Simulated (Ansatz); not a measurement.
## Ga2O3: band structure with PBE

The system is Ga2O3.

```
Ga O
1.0
     6.10700   -1.51855    0.00000
     6.10700    1.51855    0.00000
    -1.38599    0.00000    5.63001
Ga O
4 6
Direct
  0.34134 0.34134 0.68598
  0.65866 0.65866 0.31402
  0.90950 0.90950 0.20540
  0.09050 0.09050 0.79460
  0.50410 0.50410 0.74340
  0.49590 0.49590 0.25660
  0.82670 0.82670 0.43680
  0.17330 0.17330 0.56320
  0.83550 0.83550 0.89020
  0.16450 0.16450 0.10980
```

```
Program                             : Ansatz 0.2.0
Task                                : band structure
Functional                          : PBE
Potentials or basis                 : SSSP efficiency PAW
Cutoff                              : 952 eV
Density cutoff                      : 9524 eV
k mesh                              : 9 × 9 × 5
Occupations                         : fermi-dirac, width 0.05 eV
Spin                                : no spin polarisation
Path                                : [["X", "G", "Y"], ["L", "G", "Z"], ["N", "G", "M"], ["R", "G"]]
Points for each segment of the path : 10
```

```yaml
Pressure: 10.0 GPa
Largest_force: 0.229 eV/Å
Band_gap_on_the_k_mesh: 2.44 eV, indirect (least direct gap 2.46 eV)
Band_gap_along_the_path: 2.44 eV, indirect (least direct gap 2.46 eV)
```

Forces in eV/Å, atoms in the order of the input:
```
Ga   0.020  0.000 -0.072
Ga  -0.020  0.000  0.072
Ga  -0.114  0.000 -0.060
Ga   0.114  0.000  0.060
O   -0.187  0.000 -0.060
O    0.187  0.000  0.060
O    0.004  0.000  0.066
O   -0.004  0.000 -0.066
O   -0.219  0.000  0.067
O    0.219  0.000 -0.067
```

Stress tensor (GPa, compression positive):
```
 9.82  0.00  0.17
 0.00 10.76  0.00
 0.17  0.00  9.53
```

Levels at the corners of the path, in eV from the valence-band top:
| point | band 41 | band 42 | band 43 | band 44 | band 45 | band 46 | band 47 | band 48 |
| --- | --- | --- | --- | --- | --- | --- | --- | --- |
| X | -0.75 | -0.71 | -0.46 | -0.13 | 5.70 | 6.57 | 7.28 | 7.54 |
| Γ | -0.65 | -0.47 | -0.27 | -0.01 | 2.44 | 5.75 | 6.77 | 6.80 |
| Y | -0.64 | -0.62 | -0.49 | -0.30 | 4.81 | 4.95 | 6.78 | 7.27 |
| L | -1.11 | -1.04 | -0.73 | -0.64 | 6.95 | 6.99 | 7.89 | 8.08 |
| Γ | -0.65 | -0.47 | -0.27 | -0.01 | 2.44 | 5.75 | 6.77 | 6.80 |
| Z | -0.62 | -0.60 | -0.58 | 0.00 | 5.23 | 5.37 | 6.30 | 6.58 |
| N | -1.11 | -1.04 | -0.73 | -0.64 | 6.95 | 6.99 | 7.89 | 8.08 |
| Γ | -0.65 | -0.47 | -0.27 | -0.01 | 2.44 | 5.75 | 6.77 | 6.80 |
| M | -0.67 | -0.66 | -0.41 | -0.15 | 4.61 | 4.86 | 5.87 | 6.63 |
| R | -0.75 | -0.71 | -0.46 | -0.13 | 5.70 | 6.57 | 7.28 | 7.54 |
| Γ | -0.65 | -0.47 | -0.27 | -0.01 | 2.44 | 5.75 | 6.77 | 6.80 |

It took 2.7 min on 2 threads of Arm Neoverse V1, with other jobs on the host, peak memory 2.3 GiB.

Caveat: the pressure holds a Pulay correction of +0.9 GPa for the finite cutoff.
